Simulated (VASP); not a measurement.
# How plane-wave cutoff and SCF solver change a VASP run on ZnS, part 3 of 3

How sensitive are energy, pressure and forces of ZnS to the plane-wave cutoff and SCF solver? The atoms are off their equilibrium sites, so that forces can be compared too. The series runs use PBE. The atoms of the start are displaced at random from the sites of a F-43m cell.

VASP 6.6.1; PBE; plane waves and PAW (Zn, S).

So far. Step 13 (SCF solver: ALGO = VeryFast): Against the first of the series the energy stays within 0.01 meV an atom; the pressure moves by -0.09 GPa, after 20 cycles in 3.5 min. Step 14 (SCF solver: ALGO = All): Against the first of the series the energy stays within 0.01 meV an atom; the pressure moves by +0.02 GPa, after 15 cycles in 2.8 min.

The database entry behind the starting cell differs from later determinations by our own check (about 0.1 % short), so it need not match the best structure at ambient conditions.

## Step 15: SCF solver: ALGO = Damped

Contents of INCAR:

```
SYSTEM = ZnS
PREC = Accurate
ENCUT = 400
EDIFF = 1E-06
NELM = 100
ISMEAR = -1
SIGMA = 0.05
LREAL = .FALSE.
ALGO = Damped
GGA = PE
NBANDS = 15
LORBIT = 11
LWAVE = .FALSE.
LCHARG = .FALSE.
KPAR = 2
ISIF = 2
```

Contents of POSCAR:

```
ZnS
1.0
    0.0000000000      2.7020000000      2.7020000000
    2.7020000000      0.0000000000      2.7020000000
    2.7020000000      2.7020000000      0.0000000000
Zn S
1 1
Direct
    0.2397190000      0.2437320000      0.2477960000
   -0.0090390000      0.0118540000     -0.0118510000
```

Contents of KPOINTS:

```
Automatic mesh
0
Gamma
9 9 9
0 0 0
```

PAW data sets: Zn and S (PBE family, release 64).

Run with:

```console
$ mpirun -np 2 vasp_std
```

The log of the run:

```text
[... set-up lines as in an earlier step ...]
 entering main loop
       N       E                     dE             d eps       ncg     rms           ort
DAV:   1     0.128680924365E+03    0.12868E+03   -0.72870E+03  5475   0.135E+03
DAV:   2     0.242636480390E+02   -0.10442E+03   -0.97945E+02  5475   0.308E+02
DAV:   3    -0.243157746734E+01   -0.26695E+02   -0.25942E+02  5475   0.135E+02
DAV:   4    -0.674775915210E+01   -0.43162E+01   -0.42649E+01  5475   0.603E+01
[...]
DMP:  18    -0.683391580152E+01    0.67654E-06   -0.91399E-05  5475   0.259E-04  -0.786E-05
DMP:  19    -0.683392077486E+01   -0.49733E-05   -0.11317E-05  5475   0.210E-05   0.191E-05
DMP:  20    -0.683392083898E+01   -0.64123E-07   -0.91922E-06  5475   0.310E-05  -0.209E-05
 final diagonalization occupied
   1 F= -.68339208E+01 E0= -.68339208E+01  d E =-.262199E-10
```

The job ended after 3 min (2 MPI ranks of AMD EPYC 7R13 (Zen 3), shared host; peak memory 0.71 GiB).

OUTCAR, selected parts (step 15):

```text
  Total        0.4005669      0.4005944      0.3815594      0.2962160      0.1102481     -0.1088553
  in kB       16.2667048     16.2678222     15.4948259     12.0290993      4.4770870     -4.4205272
  external PRESSURE =      16.0097843 kB  Pullay stress =       0.0000000 kB

 POSITION                                       TOTAL-FORCE (eV/Angst)
 -----------------------------------------------------------------------------------
      1.32811      1.31727      1.30628         0.109063     -0.107222      0.297136
      2.70201      5.34756      2.70961        -0.109063      0.107222     -0.297136
 -----------------------------------------------------------------------------------
    total drift:                                0.000653      0.000354      0.000049

  FREE ENERGIE OF THE ION-ELECTRON SYSTEM (eV)
  ---------------------------------------------------
  free  energy   TOTEN  =        -6.8339208390 eV

  energy  without entropy=       -6.8339208390  energy(sigma->0) =       -6.83392084

[... 2 parts as in an earlier step ...]

[... 1 further part left out ...]
[key lines of the parts left out:]
E-fermi :   3.1329
```

Against the first of the series the energy stays within 0.01 meV an atom; the pressure moves by -0.07 GPa, after 20 cycles in 3 min.

## Step 16: SCF solver: AMIX = 0.1, BMIX = 0.01

Changes to INCAR since step 15:

```diff
@@ -8,3 +8,3 @@
 LREAL = .FALSE.
-ALGO = Damped
+ALGO = Normal
 GGA = PE
@@ -16 +16,3 @@
 ISIF = 2
+AMIX = 0.1
+BMIX = 0.01
```

POSCAR is that of step 15.

KPOINTS is that of step 15.

Run with:

```console
$ mpirun -np 2 vasp_std
```

The log of the run:

```text
[... set-up lines as in an earlier step ...]
 entering main loop
       N       E                     dE             d eps       ncg     rms          rms(c)
[... 5 cycles as in an earlier step ...]
DAV:   6    -0.707728419927E+01    0.18759E+00   -0.67830E-02 16952   0.924E+00    0.645E+00
DAV:   7    -0.683594936708E+01    0.24133E+00   -0.73977E-01 16992   0.273E+01    0.484E+00
DAV:   8    -0.683624387528E+01   -0.29451E-03   -0.21907E-01 13540   0.738E+00    0.220E+00
DAV:   9    -0.683825834205E+01   -0.20145E-02   -0.16785E-02 15231   0.331E+00    0.840E-01
[...]
DAV:  13    -0.683389977519E+01   -0.33761E-04   -0.56512E-05 13785   0.682E-02    0.607E-02
DAV:  14    -0.683392150105E+01   -0.21726E-04   -0.24020E-05 12371   0.493E-02    0.781E-03
DAV:  15    -0.683392169853E+01   -0.19749E-06   -0.13557E-06 11180   0.248E-02
   1 F= -.68339217E+01 E0= -.68339217E+01  d E =-.735739E-10
```

Wall time 3 min (2 MPI ranks); peak memory 0.47 GiB.

OUTCAR, selected parts (step 16):

```text
  Total        0.4159631      0.4159761      0.3969925      0.2956203      0.1100575     -0.1086788
  in kB       16.8919345     16.8924626     16.1215536     12.0049075      4.4693484     -4.4133617
  external PRESSURE =      16.6353169 kB  Pullay stress =       0.0000000 kB

 POSITION                                       TOTAL-FORCE (eV/Angst)
 -----------------------------------------------------------------------------------
      1.32811      1.31727      1.30628         0.109051     -0.107198      0.297075
      2.70201      5.34756      2.70961        -0.109051      0.107198     -0.297075
 -----------------------------------------------------------------------------------
    total drift:                                0.000633      0.000352     -0.000030

  FREE ENERGIE OF THE ION-ELECTRON SYSTEM (eV)
  ---------------------------------------------------
  free  energy   TOTEN  =        -6.8339216985 eV

  energy  without entropy=       -6.8339216985  energy(sigma->0) =       -6.83392170

[... 2 parts as in an earlier step ...]

[... 1 further part left out ...]
[key lines of the parts left out:]
E-fermi :   3.0771
```

Against the first of the series the energy stays within 0.01 meV an atom; the pressure moves by -0.01 GPa, after 15 cycles in 3 min.

## Step 17: SCF solver: AMIX = 0.8

Changes to INCAR since step 16:

```diff
@@ -16,3 +16,2 @@
 ISIF = 2
-AMIX = 0.1
-BMIX = 0.01
+AMIX = 0.8
```

POSCAR is that of step 16.

KPOINTS is that of step 16.

Run with:

```console
$ mpirun -np 2 vasp_std
```

The log of the run:

```text
[... set-up lines as in an earlier step ...]
 entering main loop
       N       E                     dE             d eps       ncg     rms          rms(c)
[... 5 cycles as in an earlier step ...]
DAV:   6    -0.697723387223E+01    0.28764E+00   -0.26709E+00 16817   0.590E+01    0.622E+00
DAV:   7    -0.683128582734E+01    0.14595E+00   -0.85619E-01 14470   0.238E+01    0.283E+00
DAV:   8    -0.683769127194E+01   -0.64054E-02   -0.10979E-01 13794   0.744E+00    0.891E-01
DAV:   9    -0.683383837094E+01    0.38529E-02   -0.27352E-02 13974   0.383E+00    0.106E-01
DAV:  10    -0.683393397761E+01   -0.95607E-04   -0.20764E-03 14613   0.720E-01    0.102E-01
DAV:  11    -0.683392108260E+01    0.12895E-04   -0.19503E-04 14598   0.265E-01    0.327E-02
DAV:  12    -0.683392145378E+01   -0.37118E-06   -0.21351E-05 13407   0.344E-02    0.110E-02
DAV:  13    -0.683392142454E+01    0.29236E-07   -0.39620E-07  8513   0.164E-02
   1 F= -.68339214E+01 E0= -.68339214E+01  d E =-.733996E-10
```

Run time: 2.4 min. Hardware: 2 MPI ranks; peak memory 0.47 GiB; 4.8 min of CPU time.

OUTCAR, selected parts (step 17):

```text
  Total        0.4196444      0.4196594      0.4006449      0.2961228      0.1102078     -0.1088274
  in kB       17.0414267     17.0420364     16.2698752     12.0253118      4.4754525     -4.4193932
  external PRESSURE =      16.7844461 kB  Pullay stress =       0.0000000 kB

 POSITION                                       TOTAL-FORCE (eV/Angst)
 -----------------------------------------------------------------------------------
      1.32811      1.31727      1.30628         0.109043     -0.107193      0.297068
      2.70201      5.34756      2.70961        -0.109043      0.107193     -0.297068
 -----------------------------------------------------------------------------------
    total drift:                                0.000604      0.000384     -0.000119

  FREE ENERGIE OF THE ION-ELECTRON SYSTEM (eV)
  ---------------------------------------------------
  free  energy   TOTEN  =        -6.8339214245 eV

  energy  without entropy=       -6.8339214245  energy(sigma->0) =       -6.83392142

[... 2 parts as in an earlier step ...]

[... 1 further part left out ...]
[key lines of the parts left out:]
E-fermi :   3.0770
```

Against the first of the series the energy stays within 0.01 meV an atom; the pressure moves by +0.01 GPa, after 13 cycles in 2.4 min.

## Step 18: SCF solver: IMIX = 1, AMIX = 0.2

Changes to INCAR since step 17:

```diff
@@ -16,2 +16,3 @@
 ISIF = 2
-AMIX = 0.8
+IMIX = 1
+AMIX = 0.2
```

POSCAR is that of step 17.

KPOINTS is that of step 17.

Run with:

```console
$ mpirun -np 2 vasp_std
```

The log of the run:

```text
[... set-up lines as in an earlier step ...]
 entering main loop
       N       E                     dE             d eps       ncg     rms          rms(c)
[... 5 cycles as in an earlier step ...]
DAV:   6    -0.698298450582E+01    0.28189E+00   -0.19865E-01 16928   0.160E+01    0.602E+00
DAV:   7    -0.689057032452E+01    0.92414E-01   -0.11094E-01 17195   0.683E+00    0.513E+00
DAV:   8    -0.685817283440E+01    0.32397E-01   -0.44080E-02 16103   0.285E+00    0.440E+00
DAV:   9    -0.684490484761E+01    0.13268E-01   -0.11911E-02 17090   0.128E+00    0.364E+00
[...]
DAV:  31    -0.683391739677E+01   -0.14842E-05   -0.22989E-07  8275   0.364E-03    0.195E-02
DAV:  32    -0.683391849897E+01   -0.11022E-05   -0.16767E-07  7365   0.305E-03    0.153E-02
DAV:  33    -0.683391931441E+01   -0.81544E-06   -0.11955E-07  6665   0.255E-03
   1 F= -.68339193E+01 E0= -.68339193E+01  d E =-.735332E-10
```

Elapsed: 5.3 min, on 2 MPI ranks; peak memory 0.47 GiB.

Parts of OUTCAR (step 18):

```text
  Total        0.4278005      0.4278141      0.4087997      0.2961053      0.1101931     -0.1088129
  in kB       17.3726417     17.3731933     16.6010346     12.0246016      4.4748561     -4.4188072
  external PRESSURE =      17.1156232 kB  Pullay stress =       0.0000000 kB

 POSITION                                       TOTAL-FORCE (eV/Angst)
 -----------------------------------------------------------------------------------
      1.32811      1.31727      1.30628         0.109018     -0.107165      0.296997
      2.70201      5.34756      2.70961        -0.109018      0.107165     -0.296997
 -----------------------------------------------------------------------------------
    total drift:                                0.000612      0.000373     -0.000085

  FREE ENERGIE OF THE ION-ELECTRON SYSTEM (eV)
  ---------------------------------------------------
  free  energy   TOTEN  =        -6.8339193144 eV

  energy  without entropy=       -6.8339193143  energy(sigma->0) =       -6.83391931

[... 2 parts as in an earlier step ...]

[... 1 further part left out ...]
[key lines of the parts left out:]
E-fermi :   3.0762
```

Against the first of the series the energy stays within 0.01 meV an atom; the pressure moves by +0.04 GPa, after 33 cycles in 5.3 min.

## Step 19: The SCF solver series as a table

This step: convergence of PBE results with the solver; plane waves and PAW (VASP 6.6.1).

Derived from the runs above.

Differences are taken from the run with ALGO = Normal. Results of the series, by row:

```csv
setting,status,energy less the reference (meV/atom),pressure (GPa),largest force difference (meV/Å),gap (eV),SCF cycles,wall time (s)
ALGO = Normal,converged,0,1.673,0,2.064,12,125.1
ALGO = Fast,converged,1.00e-5,1.809,0.011,2.064,15,168.1
ALGO = VeryFast,converged,9.50e-5,1.581,0.013,2.064,20,207.1
ALGO = All,converged,6.50e-5,1.697,0.049,2.064,15,165.1
ALGO = Damped,converged,3.30e-4,1.601,0.055,2.064,20,180.1
"AMIX = 0.1, BMIX = 0.01",converged,-1.00e-4,1.664,0.006,2.064,15,181.1
AMIX = 0.8,converged,4.00e-5,1.678,0.013,2.064,13,146.1
"IMIX = 1, AMIX = 0.2",converged,0.001095,1.712,0.084,2.063,33,318.1
```

## Step 20: Outcome

| Quantity | Value |
| --- | --- |
| plane-wave cutoff from which the energy stays within 10 meV/atom of the reference | ENCUT = 280 |
| plane-wave cutoff from which the energy stays within 1 meV/atom of the reference | ENCUT = 320 |
| plane-wave cutoff from which the pressure stays within 0.2 GPa of the reference | ENCUT = 440 |
| spread of the pressure over the plane-wave cutoff | 114 GPa |
| spread of the energy over the plane-wave cutoff | 1212 meV/atom |
| fewest SCF cycles | ALGO = Normal (12) |
| most SCF cycles among converged runs | IMIX = 1, AMIX = 0.2 (33) |
| spread of the pressure over the SCF solver | 0.228 GPa |
| spread of the energy over the SCF solver | 0.00120 meV/atom |

From ENCUT = 320 on, the energy stays within 1 meV an atom of the reference, at 57 % of its time. The pressure holds within 0.2 GPa from ENCUT = 440 on. These cutoffs are 0.6 to 2 times the default of the data sets, about 280 eV; at the default the run is off by +5.1 meV an atom, -0.91 GPa, 1.9 meV/Å in forces, and at 1.3 times by +0.8 meV an atom, -0.24 GPa, 1.1 meV/Å in forces. Energy differences between like cells converge faster than these totals. All SCF solvers that converged agree within 0.05 meV an atom. No setting beats the 2.1 min of ALGO = Normal by a fifth or more; the slowest converged run is IMIX = 1, AMIX = 0.2, at 5.3 min. On a shared host such times are rough. Yet the pressure of ALGO = Fast is +0.14 GPa off: EDIFF tests the energy, which is second order in the error of the density, while the stress is first order. Differences are taken from the run with ENCUT = 550, which is itself not the exact limit. The runs at ENCUT = 170; ENCUT = 210; ENCUT = 250 are over 30 meV an atom or 2 GPa off and describe the material poorly.

[Lines on the potential files, build, host, timing and source positions are cut from VASP's logs without a mark.]

[Logs are printed without paths, hosts, clocks, repeated set-up lines and the standing remarks that a program may print on its own settings, such as how far it seeks lower states.]

[Hosts, paths, dates, database ids (printed as entryN), source tags and the programs' standing remarks are cut or masked in the printed files.]

[A measured line is paired with the nearest computed mode of its activity, which favours agreement.]

[In band tables of VASP the shares of atoms and orbitals are scaled to a sum of 1 inside the atoms' spheres.]
